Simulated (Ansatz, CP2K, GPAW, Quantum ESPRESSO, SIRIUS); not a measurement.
# The equilibrium volume of KTaO3, sorted by core time

**What was measured.** The equilibrium volume of KTaO3 (Pm-3m) is reported as 12.69 Å³/atom (a printed reference work). The runs below try to reproduce it.

```cif
data_structure
_symmetry_space_group_name_H-M 'Pm-3m'
_symmetry_Int_Tables_number 221
_cell_length_a 3.9883
_cell_length_b 3.9883
_cell_length_c 3.9883
_cell_angle_alpha 90.000
_cell_angle_beta 90.000
_cell_angle_gamma 90.000
_cell_volume 63.44
loop_
_atom_site_label
_atom_site_type_symbol
_atom_site_symmetry_multiplicity
_atom_site_Wyckoff_symbol
_atom_site_fract_x
_atom_site_fract_y
_atom_site_fract_z
_atom_site_occupancy
Ta1 Ta 1 a 0.00000 0.00000 0.00000 1
K1 K 1 b 0.50000 0.50000 0.50000 1
O1 O 3 d 0.00000 0.00000 0.50000 1
```

| rung | level | program and potentials | cutoff (eV) | k mesh | smearing | core time | chip | equilibrium volume (Å³/atom) | miss | notes |
| --- | --- | --- | --- | --- | --- | --- | --- | --- | --- | --- |
| GGA | PBEsol | GPAW, PAW data sets generated for this functional | 800 | 7 × 7 × 7 | fermi-dirac 0.05 | 5.1 min | Arm Neoverse V2 | 12.69 | +0.0 % | - |
| GGA | PBEsol | Quantum ESPRESSO, GBRV 1.5 PBEsol | 762 | 7 × 7 × 7 | fermi-dirac 0.05 | 6.3 min | Intel Xeon 6975P-C Granite Rapids | 12.69 | +0.0 % | - |
| GGA | PBEsol | Ansatz, all-electron LAPW, scalar-relativistic | - | 7 × 7 × 7 | fermi-dirac 0.05 | 6.7 min | Intel Xeon Platinum 8375C Ice Lake | 12.66 | -0.2 % | - |
| LDA | LDA | Quantum ESPRESSO, GBRV 1.5 LDA | 762 | 7 × 7 × 7 | fermi-dirac 0.05 | 6.8 min | Arm Neoverse V2 | 12.39 | -2.4 % | - |
| GGA | PBEsol | SIRIUS, PseudoDojo 0.4.1 PBEsol standard (scalar relativistic) | 1152 | 7 × 7 × 7 | fermi-dirac 0.05 | 11 min | Intel Xeon Platinum 8375C Ice Lake | 12.58 | -0.9 % | - |
| GGA | PBEsol | CP2K, POTENTIAL_UZH Ta GTH-PBE-q13, K GTH-PBE-q9, O GTH-PBE-q6; TZVP-MOLOPT-PBE-GTH basis | - | 7 × 7 × 7 | fermi-dirac 0.05 | 19 min | Intel Xeon Platinum 8488C Sapphire Rapids | 12.52 | -1.3 % | atomic basis; potentials made for PBE |

Times are single runs on shared hosts and different chips, so they are rough; meshes, cutoffs and the tasks' sizes weigh on the time. Task: equation of state. All rows: no spin polarisation. Smearing widths are in eV. Meshes are those of the run's cell of 5 atoms unless a note names another. Misses use the values as printed. Runs on faulty files, with rough fits or with known faults for this quantity aren't shown. No row holds spin-orbit coupling.

By rung: LDA 12.39; GGA 12.58 to 12.69; GGA in atomic bases 12.52 (Å³/atom). Measured: 12.69 Å³/atom (a printed reference work). Closest, coarse meshes and atomic bases left aside, is PBEsol with GPAW, PAW data sets generated for this functional (+0.0 %). The runs are for a static lattice, while measurements hold temperature and zero-point motion.
